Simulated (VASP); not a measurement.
Input of a VASP 6.6.1 run:

Contents of run.py:

```python
from ase.calculators.vasp import Vasp
from ase.dft.bandgap import bandgap
from ase.spacegroup import crystal

atoms = crystal(
    ['Ba'],
    basis=[[0.0, 0.0, 0.0]],
    spacegroup=225,
    setting=1,
    cellpar=[6.46533001, 6.46533001, 6.46533001, 90.0, 90.0, 90.0],
    primitive_cell=True,
)
calc = Vasp(
    directory='calc',
    xc='pbe',
    pp='PBE',
    setups='recommended',
    prec='Accurate',
    encut=520,
    ediff=1e-06,
    ismear=0,
    sigma=0.05,
    lreal=False,
    lasph=True,
    nelm=100,
    algo='Normal',
    isif=2,
    lwave=False,
    lcharg=True,
    lelf=True,
    lvhar=True,
    kpts=[7, 7, 7],
    gamma=True,
)
atoms.calc = calc

print('energy (eV):', atoms.get_potential_energy())
print('free energy (eV):', atoms.get_potential_energy(force_consistent=True))
print('forces (eV/A):')
print(atoms.get_forces())
print('stress (eV/A^3, Voigt):', atoms.get_stress())
print('Fermi level (eV):', calc.get_fermi_level())
gap, top, bottom = bandgap(calc)
print('band gap (eV):', gap, 'from (spin, k, band)', top, 'to', bottom)
```

Potentials or basis: VASP PAW PBE potentials, release 64 (Ba_sv).

Command:

```sh
$ python run.py
```

Question: Predict the pressure.

Answer: -0.3 GPa.

Question: Estimate the band gap on the k mesh.

Answer: None (metal or under the smearing width).

The run has no spin-orbit coupling, so splittings on Ba are missing.
